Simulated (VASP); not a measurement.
# CuO: equation of state with PBE

The system is CuO.

```xyz
4
Lattice="1.9910 -2.1536 0.0000 1.9910 2.1536 0.0000 0.0000 0.0000 5.1559" Properties=species:S:1:pos:R:3 pbc="T T T"
Cu    0.9955   -1.0768    0.0000
Cu    0.9955    1.0768    2.5780
O     1.9910    0.0000    1.2890
O     1.9910    0.0000    3.8669
```

Measurements of this composition are mostly on another form, of space group No. 15.

```
Program             : VASP 6.6.1
Task                : equation of state
Functional          : PBE
Potentials or basis : VASP PAW PBE potentials, release 64 (Cu, O)
Cutoff              : 520 eV
k mesh              : 9 × 9 × 5
Occupations         : fermi-dirac, width 0.05 eV
Spin                : no spin polarisation
```

```
Equilibrium volume                        : 11.22 Å³/atom
Bulk modulus at fixed shape and positions : 150 GPa
Pressure derivative of the bulk modulus   : 4.7
```

Energy against volume, from the lowest point:
```
volume (Å³/atom)  energy (meV/atom)
          10.390              33.20
          10.611              17.11
          10.832               6.61
          11.053               1.08
          11.274               0.00
          11.496               2.90
          11.717               9.37
```

All runs of the series together: 4.2 min on 1 thread of Intel(R) Xeon(R) 6975P-C (Granite Rapids) (shared host).

Caveat: the cell was scaled at fixed shape and fractional positions, which overstates the stiffness of a crystal with free parameters, most of all of layers and chains; the run has no spin polarisation, though such a crystal can be magnetic.
